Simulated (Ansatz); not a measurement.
# Al2Cu: how settings move the results

Aim, for Al2Cu: relax the cell with several choices of cutoff.

Program: Ansatz 0.2.0. Level of theory: DFT PBE, scalar-relativistic, plane waves, PAW. These are calculated values, not measurements.

1 further run of the same task is left out (set aside as unsound or not needed).

### Step 1. The system as given

The structure is tetragonal, space group P4/mmm (No. 123). The conventional cell has a = 4.105 Å, b = 4.105 Å, c = 2.891 Å, α = 90.00°, β = 90.00°, γ = 90.00°. Al (site symmetry mmm) has 4 Cu at 2.51 Å as nearest neighbours. Around Cu (site symmetry 4/mmm) lie 8 Al at 2.51 Å.

Coordinates:

```xyz
3
Lattice="4.1052 0.0000 0.0000 0.0000 4.1052 0.0000 0.0000 0.0000 2.8913" Properties=species:S:1:pos:R:3 pbc="T T T"
Al    2.0526    0.0000    1.4457
Al    0.0000    2.0526    1.4457
Cu    0.0000    0.0000    0.0000
```

The structure comes from the Materials Project (structure only); it is used as listed.

### Step 2. The base input

Input file input.yaml:

```yaml
crystal:
  lattice:
    - [4.105182, 0.0, 0.0]
    - [0.0, 4.105182, 0.0]
    - [0.0, 0.0, 2.891313]
  atoms:
    - { symbol: Al, position: [0.5, 0.0, 0.5] }
    - { symbol: Al, position: [0.0, 0.5, 0.5] }
    - { symbol: Cu, position: [0.0, 0.0, 0.0] }
basis:
  ecutwfc: 420
kpoints:
  mp_grid: { grid: [10, 10, 14] }
hamiltonian:
  xc: pbe
scf:
  occupations: { method: gaussian, width: 0.1 }
output:
  forces: true
  stress: true
  eigenvalues: true
  populations: true
```

Its results, from an earlier run: -2566.7562 eV/atom at zero smearing, pressure 0.51 GPa, largest force 0.000 eV/Å, no gap on the mesh, in 7 SCF cycles and 5.8 s.

### Step 3. Relaxation, cutoff: 200 eV

Input file input.yaml:

```yaml
crystal:
  lattice:
    - [4.105182, 0.0, 0.0]
    - [0.0, 4.105182, 0.0]
    - [0.0, 0.0, 2.891313]
  atoms:
    - { symbol: Al, position: [0.5, 0.0, 0.5] }
    - { symbol: Al, position: [0.0, 0.5, 0.5] }
    - { symbol: Cu, position: [0.0, 0.0, 0.0] }
basis:
  ecutwfc: 200
kpoints:
  mp_grid: { grid: [10, 10, 14] }
hamiltonian:
  xc: pbe
scf:
  occupations: { method: gaussian, width: 0.1 }
output:
  forces: true
  stress: true
  eigenvalues: true
relax:
  adjacent_minimum: "off"
  f_tol: 0.01
  max_steps: 60
  cell: { stress_tol: 0.05 }
```

The run is started by

```
$ ansatz run input.yaml --threads 1 --pin off --max-ram 2560MiB --backend cpu --events-out ev --progress --plain --runs-dir out
```

### Step 4. Relaxation, cutoff: 250 eV

Edit input.yaml of step 3 so:

```diff
@@ -10,3 +10,3 @@
 basis:
-  ecutwfc: 200
+  ecutwfc: 250
 kpoints:
```

### Step 5. Relaxing with cutoff 300 eV

Edit input.yaml of step 4 so:

```diff
@@ -10,3 +10,3 @@
 basis:
-  ecutwfc: 250
+  ecutwfc: 300
 kpoints:
```

### Step 6. Relaxing with cutoff 520 eV

Edit input.yaml of step 5 so:

```diff
@@ -10,3 +10,3 @@
 basis:
-  ecutwfc: 300
+  ecutwfc: 520
 kpoints:
@@ -21,2 +21,6 @@
   eigenvalues: true
+  write_density: true
+  write_potential: true
+  elf: true
+  volumetric_format: npy
 relax:
```

### Step 7. Relaxation, cutoff: 650 eV

Edit input.yaml of step 6 so:

```diff
@@ -10,3 +10,3 @@
 basis:
-  ecutwfc: 520
+  ecutwfc: 650
 kpoints:
```

(Steps that only read results are left out.)

What results come out of these runs, taken together? Wanted: relaxed volume by cutoff.

**Answer**, as computed:

| quantity | value |
| --- | --- |
| relaxed volume by cutoff (Å³/atom) | 200: 16.29; 250: 16.66; 300: 16.48; 520: 16.33; 650: 16.33 |

The relaxed volumes span 2.3 %. From 520 eV on the volume holds to 0.5 %, at 0.71 of the time of the best run. The settings are coarse, so take the values as rough.
